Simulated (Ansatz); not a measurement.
# From the elastic tensor of NaF to moduli and sound speeds

Level of theory: DFT PBE, scalar-relativistic, plane waves, PAW (Ansatz). Plane waves to 420 eV; Γ-centred k mesh 4×4×4; fixed occupations. No spin polarisation.

Space group Pm-3n (No. 223), cubic, a = 6.311 Å. Na has 4 F at 2.23 Å; F has 4 Na at 2.23 Å.

The structure comes from a generated guess, relaxed at this level; another structure or a mixture of phases may lie lower.

Relaxed-ion constants (GPa, on the Cartesian axes of the calculation):
```
43.2 17.4 17.4  0.0  0.0  0.0
17.4 43.2 17.4  0.0  0.0  0.0
17.4 17.4 43.2  0.0  0.0  0.0
 0.0  0.0  0.0  3.6  0.0  0.0
 0.0  0.0  0.0  0.0  3.6  0.0
 0.0  0.0  0.0  0.0  0.0  3.6
```

Density 1.664 g/cm³; 12 atoms in 251.39 Å³.

With S = C⁻¹: B_V = (C11+C22+C33+2(C12+C13+C23))/9, G_V = (C11+C22+C33−C12−C13−C23+3(C44+C55+C66))/15, 1/B_R = S11+S22+S33+2(S12+S13+S23), 15/G_R = 4(S11+S22+S33−S12−S13−S23)+3(S44+S55+S66); Hill is their mean. Then v_l = √((B+4G/3)/ρ), v_t = √(G/ρ), v_m = [(2/v_t³+1/v_l³)/3]^(−1/3) and Θ = (ħ/k_B)·v_m·(6π²n/V)^(1/3) for n atoms in the volume V; E = 9BG/(3B+G), ν = (3B−2G)/(2(3B+G)) and A^U = 5G_V/G_R + B_V/B_R − 6.

* Bulk modulus, Voigt / Reuss / Hill: 26.0 / 26.0 / 26.0 GPa
* Shear modulus, Voigt / Reuss / Hill: 7.3 / 5.1 / 6.2 GPa
* Young's modulus: 17 GPa
* Poisson ratio: 0.389
* Pugh ratio B/G: 4.17 (over 1.75, the rule of thumb for ductile)
* Universal anisotropy index: 2.18
* Longitudinal and transverse sound speeds: 4539 and 1935 m/s
* Debye temperature from the mean sound speed: 236 K
